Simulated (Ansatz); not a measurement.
## Ionic part of the dielectric constant of AlN at 18 GPa, mode by mode

The calculation used DFT LDA, scalar-relativistic, plane waves, PAW in Ansatz 0.2.0. Plane waves to 420 eV; Γ-centred k mesh 12×12×6; fixed occupations. No spin polarisation. Phonons by linear response, acoustic sum rule imposed.

The structure is hexagonal, space group P6_3mc (No. 186). Conventional cell: a = 3.020 Å, b = 3.020 Å, c = 4.801 Å, α = 90.00°, β = 90.00°, γ = 120.00°. Al (site symmetry 3m) is surrounded by 4 N at 1.83 to 1.84 Å. Around N (site symmetry 3m) lie 4 Al at 1.83 to 1.84 Å.

At this pressure the crystal is close to a known change of phase.

The primitive cell has V = 37.91 Å³ and ε∞,xx = 4.279. Each polar mode adds Δε = (4.92064×10⁷/V)·S/ν² along x, with S its oscillator strength in e²/amu, ν in cm⁻¹ and V in Å³.

Q: From these modes, find each Δε and ε0,xx.
| ν (cm⁻¹) | S_xx (e²/amu) |
| --- | --- |
| 754.9 | 1.371 |

A:
| ν (cm⁻¹) | Δε |
| --- | --- |
| 754.9 | 3.12 |

The sum is 3.123, so ε0,xx = 7.40; the run's tensor has 7.40.

Q: Where do the longitudinal modes lie for a wave vector along x?

A: At 993 cm⁻¹. The Lyddane–Sachs–Teller product Π(ν_LO/ν_TO)² = 1.73 matches ε0/ε∞ = 1.73.

Cost: 1 run of about 1.8 core-minutes, on Intel Xeon Platinum 8259CL (Skylake/Cascade Lake) (shared hosts).

The in-plane lattice response of AlN is carried by a single polar vibration at 754.9 cm⁻¹, as wurtzite symmetry requires: only the E1 optical mode has a dipole perpendicular to the polar axis, while the A1 mode acts along it. Its contribution of 3.12 is comparable to the electronic susceptibility, that is, ε∞ less the vacuum term. The strongly polar Al–N bond and the small reduced mass, set largely by light nitrogen, favour a large oscillator strength, but the stiff bonds keep the frequency high and so limit the static displacement in a field. The longitudinal mode rises to 993 cm⁻¹ because the macroscopic field of the polar displacement adds a restoring force, only partly screened by the electrons. With one polar mode, the Lyddane–Sachs–Teller agreement confirms internal consistency rather than the accuracy of ε0. The high transverse frequency gives no hint of an in-plane ferroelectric soft mode, but this doesn't establish stability against rocksalt, since that transformation is first-order and reconstructive and needs no zone-centre softening.
